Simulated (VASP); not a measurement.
The system is Be2C.

```xyz
3
Lattice="0.0000 2.1650 2.1650 2.1650 0.0000 2.1650 2.1650 2.1650 0.0000" Properties=species:S:1:pos:R:3 pbc="T T T"
Be    1.0825    1.0825    1.0825
Be    3.2475    3.2475    3.2475
C     0.0000    0.0000    0.0000
```

* Program: VASP 6.6.1
* Task: relaxation of cell and atoms
* Functional: LDA
* Potentials or basis: VASP PAW LDA potentials, release 64 (Be, C)
* Cutoff: 600 eV
* k mesh: 8 × 8 × 8
* Occupations: gaussian, width 0.1 eV
* Spin: no spin polarisation

At the start: pressure -8.2 GPa; volume 6.77 Å³/atom.

**Question.** How do energy, volume and symmetry change on relaxing?

**Answer.** Over 3 steps the energy falls by 7.2 meV/atom and the volume is 6.49 Å³/atom (-4.0 %); space group Fm-3m (No. 225, to 0.05 Å).

The path:
```
step  energy change (eV)  largest force (eV/Å)  pressure (GPa)  volume (Å³)
   1              0.0000                0.0000           -8.22        20.30
   2             -0.0203                0.0000            2.15        19.29
   3             -0.0215                0.0000            0.01        19.48
```

Final structure:
```cif
data_structure
_symmetry_space_group_name_H-M 'P 1'
_symmetry_Int_Tables_number 1
_cell_length_a 3.0202
_cell_length_b 3.0202
_cell_length_c 3.0202
_cell_angle_alpha 60.000
_cell_angle_beta 60.000
_cell_angle_gamma 60.000
_cell_volume 19.48
loop_
_atom_site_label
_atom_site_type_symbol
_atom_site_fract_x
_atom_site_fract_y
_atom_site_fract_z
_atom_site_occupancy
Be1 Be 0.25000 0.25000 0.25000 1
Be2 Be 0.75000 0.75000 0.75000 1
C1 C 0.00000 0.00000 0.00000 1
```
